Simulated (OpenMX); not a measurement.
**Nb: equation of state with PBE**

**The experiment to reproduce.**

“Pressure effects on the electronic structure and superconductivity of (TaNb)0.67(HfZrTi)0.33 high entropy alloy”, 2019, arxiv:1910.08312 quotes, for a bulk crystal of Nb: bulk modulus 169 GPa.

The system is Nb.

```xyz
1
Lattice="-1.6640 1.6640 1.6640 1.6640 -1.6640 1.6640 1.6640 1.6640 -1.6640" Properties=species:S:1:pos:R:3 pbc="T T T"
Nb    0.0000    0.0000    0.0000
```

```yaml
Program: OpenMX 3.8.5
Task: equation of state
Functional: PBE
Potentials_or_basis: OpenMX 2013 PBE set, Nb7.0-s3p2d1, fixed grid of 28 × 28 × 28 points
k_mesh: 11 × 11 × 11
Occupations: fermi-dirac, width 0.05 eV
Spin: no spin polarisation
Mixing_scheme: rmm-diisk
SCF_threshold: 1e-08 Ha
Solver: band
Grid_points_held_for_all_volumes: 28 × 28 × 28
```

| Item | Value |
| --- | --- |
| Equilibrium volume | 18.37 Å³/atom |
| Bulk modulus | 189 GPa |
| Pressure derivative of the bulk modulus | 3.8 |

Energy against volume, from the lowest point:
| volume (Å³/atom) | energy (meV/atom) |
| --- | --- |
| 17.322 | 38.27 |
| 17.691 | 15.52 |
| 18.060 | 2.99 |
| 18.428 | 0.00 |
| 18.797 | 5.75 |
| 19.165 | 19.10 |
| 19.534 | 39.66 |

A measured bulk modulus of Nb is 169 GPa (quoted in “Pressure effects on the electronic structure and superconductivity of (TaNb)0.67(HfZrTi)0.33 high entropy alloy”, 2019, arxiv:1910.08312); the calculated 189 GPa misses it by +11.9 %. The fit is for a static lattice scaled at fixed shape and fixed fractional positions.

Caveat: volumes in these bases differ from converged ones by about 1 %, for some elements by several; the basis of atomic orbitals isn't converged, which shifts pressures, moduli and gaps.
